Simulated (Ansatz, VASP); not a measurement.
# Pt in VASP and in Ansatz

```
Pt
1.0
     2.48460    0.00000    0.00000
    -1.24230    2.15173    0.00000
     0.00000    0.00000    4.79213
Pt
2
Direct
  0.66667 0.33333 0.75000
  0.33333 0.66667 0.25000
```

Change from the starting cell: strain -0.1000 x Voigt [1, 1, 0, 0, 0, 0], atoms carried along.

Alike in both runs: task single point; functional PBEsol; k mesh 18 × 18 × 10; occupations gaussian, width 0.15 eV; no spin polarisation.

|  | VASP | Ansatz |
| --- | --- | --- |
| version | VASP 6.6.1 | Ansatz 0.2.0 |
| potentials or method | VASP PAW PBE potentials, release 64 (Pt) | scalar-relativistic, plane waves, PAW |
| plane-wave cutoff (eV) | 520 | 420 |
| valence electrons in the cell | 20 | 36 |

```csv
,VASP,Ansatz,Ansatz less VASP
gap on the k mesh at the Fermi level (eV),none,none,-
pressure (GPa),86.8,86.7,-0.06
largest component of the traceless stress (GPa),53.47,53.43,-0.039
```

A gap of «none» marks a metal or a gap that the smearing closes. The two sets of potentials don't hold the same shells in valence.

Caveats: the cell as given lies far from equilibrium; so large a pressure means that the cell lies far from this level's equilibrium, or that cutoff or potentials fall short (VASP); the potentials were made for another functional, which shifts forces and pressure (VASP). Spin-orbit coupling is left out, which matters for the levels of Pt.
